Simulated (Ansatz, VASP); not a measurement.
**HfN in VASP and in Ansatz**

```
Hf N
1.0
     0.00000    2.26274    2.26274
     2.26274    0.00000    2.26274
     2.26274    2.26274    0.00000
Hf N
1 1
Direct
  0.00000 0.00000 0.00000
  0.50000 0.50000 0.50000
```

Alike in both runs: functional r2SCAN; k mesh 16 × 16 × 16; occupations gaussian, width 0.1 eV; no spin polarisation.

Ansatz relaxed the structure, and its values are those at the end. VASP's run is a single point on that final structure, the one shown.

|  | VASP | Ansatz |
| --- | --- | --- |
| version | VASP 6.6.1 | Ansatz 0.2.0 |
| potentials or method | VASP PAW PBE potentials, release 64 (Hf_pv, N) | scalar-relativistic, plane waves, PAW |
| plane-wave cutoff (eV) | 520 | 500 |
| valence electrons in the cell | 15 | 31 |

```csv
,VASP,Ansatz,Ansatz less VASP
gap on the k mesh at the Fermi level (eV),none,none,-
pressure (GPa),-2.7,0.0,+2.67
```

A gap of «none» marks a metal or a gap that the smearing closes. The two sets of potentials don't hold the same shells in valence.

Caveats: the PAW data sets were made with another functional, which shifts forces and pressure a little (VASP). Spin-orbit coupling is left out, which matters for the levels of Hf.
